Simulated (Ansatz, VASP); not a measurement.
# Bi: VASP beside Ansatz

```xyz
1
Lattice="0.0000 2.5369 2.5369 2.5369 0.0000 2.5369 2.5369 2.5369 0.0000" Properties=species:S:1:pos:R:3 pbc="T T T"
Bi    0.0000    0.0000    0.0000
```

Alike in both runs: task single point; functional r2SCAN; k mesh 12 × 12 × 12; occupations fermi-dirac, width 0.1 eV; no spin polarisation.

|  | VASP | Ansatz |
| --- | --- | --- |
| version | VASP 6.6.1 | Ansatz 0.2.0 |
| potentials or method | VASP PAW PBE potentials, release 64 (Bi_d) | plane waves (500 eV) with PAW, scalar-relativistic |
| plane-wave cutoff (eV) | 520 | 500 |
| valence electrons in the cell | 15 | 15 |

```tsv
	VASP	Ansatz	Ansatz less VASP
pressure (GPa)	-2.2	-2.2	+0.04
```

The functional is the same, so the differences come from potentials, cutoffs and numerics.

Caveats: the PAW data sets were made with another functional, which shifts forces and pressure a little (VASP).
